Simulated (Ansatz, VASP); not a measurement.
Given: the input of a run of Ansatz 0.2.0 on Si.

File input.yaml:

```yaml
crystal:
  lattice:
    - [3.8313174605, 0.0, 0.0]
    - [-1.9156587303, 3.3180182508, 0.0]
    - [0.0, 0.0, 6.3326220002]
  atoms:
    - { symbol: Si, position: [0.6666666667, 0.3333333333, 0.9369905] }
    - { symbol: Si, position: [0.3333333333, 0.6666666667, 0.4369905] }
    - { symbol: Si, position: [0.6666666667, 0.3333333333, 0.5630095] }
    - { symbol: Si, position: [0.3333333333, 0.6666666667, 0.0630095] }
kpoints:
  mp_grid: { grid: [8, 8, 4] }
scf:
  occupations: { method: fermi_dirac, width: 0.05 }
hamiltonian:
  xc: pbesol
  pseudopotentials: { kind: all_electron, lapw: { basis_error: 0.002 } }
output:
  forces: true
  stress: true
relax:
  f_tol: 0.02
  max_steps: 60
  cell: {}
```

Potentials or basis: all-electron LAPW, scalar-relativistic.

Run with:

```console
$ ansatz run input.yaml --threads 2 --pin off --max-ram 8192MiB --backend cpu --events-out ev --progress --plain --runs-dir out
```

Question: Set up the same calculation for VASP 6.6.1. Potentials there: VASP PAW PBE potentials, release 64 (Si).

Answer: As run (the cutoff follows the program's own potentials):

File INCAR:

```
PREC = Accurate ; ENCUT = 600
EDIFF = 1E-6 ; ISMEAR = -1
SIGMA = 0.05 ; LREAL = F
LASPH = T ; NELM = 80
ALGO = Normal ; ISIF = 3
LWAVE = F ; LCHARG = F
GGA = PS ; IBRION = 2
NSW = 80 ; EDIFFG = -0.02
```

KPOINTS

```
regular mesh
0
Gamma
  8 8 4
```

File POSCAR:

```
Si
1.0
    3.8313174605      0.0000000000      0.0000000000
   -1.9156587303      3.3180182508      0.0000000000
    0.0000000000      0.0000000000      6.3326220002
Si
4
Direct
    0.6666666667      0.3333333333      0.9369905000
    0.3333333333      0.6666666667      0.4369905000
    0.6666666667      0.3333333333      0.5630095000
    0.3333333333      0.6666666667      0.0630095000
```

Potentials or basis: VASP PAW PBE potentials, release 64 (Si).

Launch:

```console
$ cat potpaw_PBE.64/Si/POTCAR > POTCAR
$ mpirun -np 1 vasp_std > vasp.out
```

Both were run:

|  | VASP | Ansatz | Ansatz less VASP |
| --- | --- | --- | --- |
| relaxed volume (Å³/atom) | 20.06 | 20.02 | -0.033 |
| relaxed cell length with the largest relative difference (Å) | 3.827 | 3.825 | -0.0022 |

Ansatz ran all-electron here, so the differences hold the error of VASP's frozen core and of both bases.

Caveats: the PAW data sets were made with another functional, which shifts forces and pressure a little (VASP).
